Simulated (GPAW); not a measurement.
SnSe2:

```xyz
3
Lattice="3.8110 0.0000 0.0000 -1.9055 3.3004 0.0000 0.0000 0.0000 6.1360" Properties=species:S:1:pos:R:3 pbc="T T T"
Sn    0.0000    0.0000    0.0000
Se    1.9055    1.1001    4.6081
Se    0.0000    2.2003    1.5279
```

Base run:

* Program: GPAW 26.7.0
* Functional: PBEsol
* Potentials or basis: PAW data sets generated in the run's folder for this functional
* Cutoff: 500 eV
* Basis: pw
* k mesh: 7 × 7 × 4
* Occupations: fermi-dirac, width 0.01 eV
* Spin: no spin polarisation

Its results: band gap on the k mesh 0.74 eV, indirect (least direct gap 1.01 eV); pressure 2.1 GPa; largest force 0.575 eV/Å.

Problem. The run is repeated on the same cell with these changes: cutoff from 500 eV to 450 eV. What comes out?

Solution. Band gap on the k mesh 0.74 eV, indirect (least direct gap 1.01 eV); pressure 1.6 GPa; largest force 0.576 eV/Å.

Caveats: the cutoff is short for stress and forces, so pressures can be off by a GPa or more; spin-orbit coupling is left out, which moves the levels of the heavy elements; an odd mesh through Γ misses points on the zone boundary, where band edges often lie; this functional lacks dispersion, which binds the layers, so the pressure and a relaxed spacing across them are unreliable.
